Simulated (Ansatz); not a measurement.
System: rock-salt LiI. Method: RPBE (Ansatz, a quantum-chemistry and plane-wave program, PAW).

Settings: plane-wave cutoff 520 eV, 10×10×10 k mesh, Fermi–Dirac smearing 0.01 eV, scalar-relativistic PAW data made under PBE.

The volume scan:

| V (Å³/atom) | E − E_lowest (meV/atom) | P (GPa) |
|---|---|---|
| 27.257 | 6.05 | 1.182 |
| 27.837 | 2.58 | 0.743 |
| 28.416 | 0.62 | 0.350 |
| 28.996 | 0.00 | -0.002 |
| 29.576 | 0.59 | -0.318 |
| 30.156 | 2.26 | -0.602 |
| 30.736 | 4.91 | -0.856 |

Q: Estimate the bulk modulus from the pressures at 28.416 and 29.576 Å³/atom, and compare it with a fit to all energies.

A: B = −V dP/dV. Between V = 28.416 and 29.576 Å³/atom, dP/dV = (-0.318 − (0.350))/(29.576 − 28.416) = -0.576 GPa per Å³/atom; at the midpoint 28.996 Å³/atom this gives B ≈ 16.7 GPa. The third-order Birch–Murnaghan fit gives V0 = 28.993 Å³/atom, B0 = 16.7 GPa, B′ = 4.4, which lies within 1 % of that estimate.

Measured, for comparison: bulk modulus 24 GPa (0 K, extrapolated to 0 K; as tabulated in Doll and Stoll (1998), arXiv:cond-mat/9801031). Computed (rounded) less measured: bulk modulus -30 %.

Spin–orbit coupling is not included.

Computed values are for the static lattice.

Cost on a shared machine: roughly 21 core-seconds.
